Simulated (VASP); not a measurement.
A calculation with VASP 6.6.1 of W (ASE script, structure typed inline):

The input run.py:

```python
from ase import Atoms
from ase.calculators.vasp import Vasp
from ase.dft.bandgap import bandgap

atoms = Atoms(
    ['W'],
    cell=[[-1.582345, 1.582345, 1.582345], [1.582345, -1.582345, 1.582345], [1.582345, 1.582345, -1.582345]],
    scaled_positions=[[0.0, 0.0, 0.0]],
    pbc=True,
)
calc = Vasp(
    directory='calc',
    xc='pbe',
    pp='PBE',
    setups='minimal',
    prec='Accurate',
    encut=500,
    ediff=1e-06,
    ismear=0,
    sigma=0.1,
    lreal=False,
    lasph=True,
    nelm=80,
    algo='Normal',
    isif=2,
    lwave=False,
    lcharg=True,
    lelf=True,
    lvhar=True,
    kpts=[12, 12, 12],
    gamma=True,
)
atoms.calc = calc

print('energy (eV):', atoms.get_potential_energy())
print('free energy (eV):', atoms.get_potential_energy(force_consistent=True))
print('forces (eV/A):')
print(atoms.get_forces())
print('stress (eV/A^3, Voigt):', atoms.get_stress())
print('Fermi level (eV):', calc.get_fermi_level())
gap, top, bottom = bandgap(calc)
print('band gap (eV):', gap, 'from (spin, k, band)', top, 'to', bottom)
```

Potentials or basis: VASP PAW PBE potentials, release 64 (W).

Launch:

```bash
$ python run.py
```

Problem. Write the same calculation in another form: native input, structure from a POSCAR.

Solution. As run:

File INCAR:

```
PREC     = Accurate       # precision mode
ENCUT    = 500            # plane-wave cutoff, eV
EDIFF    = 1E-6           # SCF threshold, eV
ISMEAR   = 0              # smearing method
SIGMA    = 0.1            # smearing width, eV
LREAL    = F              # projectors in reciprocal space
LASPH    = T              # aspherical terms in the spheres
NELM     = 60             # most SCF steps
ALGO     = Fast           # electronic algorithm
ISIF     = 2              # what is computed and relaxed
LWAVE    = F              # write WAVECAR
LCHARG   = T              # write CHGCAR
GGA      = PE             # functional
LELF     = T              # ELF
LVHAR    = T
```

Contents of KPOINTS:

```
Automatic mesh
0
Gamma
  12 12 12
```

The input POSCAR:

```
W
1.0
   -1.5823450000      1.5823450000      1.5823450000
    1.5823450000     -1.5823450000      1.5823450000
    1.5823450000      1.5823450000     -1.5823450000
W
1
Cartesian
    0.0000000000      0.0000000000      0.0000000000
```

Potentials or basis: VASP PAW PBE potentials, release 64 (W).

The run is started by

```console
$ cat potpaw_PBE.64/W/POTCAR > POTCAR
$ mpirun -np 1 vasp_std > vasp.out
```

Both were run:

|  | ASE script, structure typed inline | native input, structure from a POSCAR |
| --- | --- | --- |
| Pressure | 2.3 GPa | 2.3 GPa |
| Band gap on the k mesh | none (metal or under the smearing width) | none (metal or under the smearing width) |

Keys that steer only the numerical path or the files written may differ.
